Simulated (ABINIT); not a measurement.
The system is ZrS2.

```
CELL_PARAMETERS angstrom
3.69138 0.00000 0.00000
-1.84569 3.19683 0.00000
0.00000 0.00000 6.04108
ATOMIC_POSITIONS crystal
Zr 0.00000 0.00000 0.00000
S 0.33333 0.66667 0.23791
S 0.66667 0.33333 0.76209
```

The cell is a database's computed one.

Base run:

| Property | Result |
| --- | --- |
| Program | ABINIT 10.8.3 (patched build) |
| Functional | BLYP |
| Potentials or basis | JTH PAW PBE v2.0 |
| Cutoff | 544 eV |
| k mesh | 8 × 8 × 5 |
| Occupations | fermi-dirac, width 0.05 eV |
| Spin | no spin polarisation |

Its results: band gap on the k mesh 1.09 eV, indirect (least direct gap 1.64 eV); pressure 4.1 GPa; largest force 0.268 eV/Å.

**Question.** After a change of settings the same cell gave: band gap on the k mesh 1.05 eV, indirect (least direct gap 1.63 eV); pressure 0.2 GPa; largest force 0.020 eV/Å. Which change was it?
A. functional from BLYP to PW91
B. functional from BLYP to revPBE
C. functional from BLYP to RPBE
D. functional from BLYP to HCTH407

**Answer.** A.

PW91 binds more tightly than BLYP, so the same cell stands under less pressure.

Caveats: the PAW data sets were made with another functional, which shifts forces and pressure a little; this functional lacks dispersion, which binds the layers, so the pressure and a relaxed spacing across them are unreliable.

Runs at the PBE level aren't shown here.
